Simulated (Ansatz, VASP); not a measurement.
## AgCl in VASP and in Ansatz

```xyz
2
Lattice="3.4340 0.0000 0.0000 0.0000 3.4340 0.0000 0.0000 0.0000 3.4340" Properties=species:S:1:pos:R:3 pbc="T T T"
Ag    0.0000    0.0000    0.0000
Cl    1.7170    1.7170    1.7170
```

Measurements of this composition are mostly on another form, of space group No. 225.

Alike in both runs: task single point; functional r2SCAN; k mesh 6 × 6 × 6; occupations gaussian, width 0.1 eV; no spin polarisation.

|  | VASP | Ansatz |
| --- | --- | --- |
| version | VASP 6.6.1 | Ansatz 0.2.0 |
| potentials or method | VASP PAW PBE potentials, release 64 (Ag, Cl) | scalar-relativistic, plane waves, PAW |
| plane-wave cutoff (eV) | 520 | 500 |
| valence electrons in the cell | 18 | 26 |

|  | VASP | Ansatz | Ansatz less VASP |
| --- | --- | --- | --- |
| gap on the k mesh at the Fermi level (eV) | 1.17 | 1.21 | +0.040 |
| least direct gap on the mesh (eV) | 2.72 | 2.74 | +0.017 |
| pressure (GPa) | -1.9 | -1.8 | +0.09 |

The two sets of potentials don't hold the same shells in valence.

Caveats: the PAW data sets were made with another functional, which shifts forces and pressure a little (VASP). A k mesh can miss the band edges. r2SCAN opens gaps a little over a GGA but as a rule still falls short of measured ones.
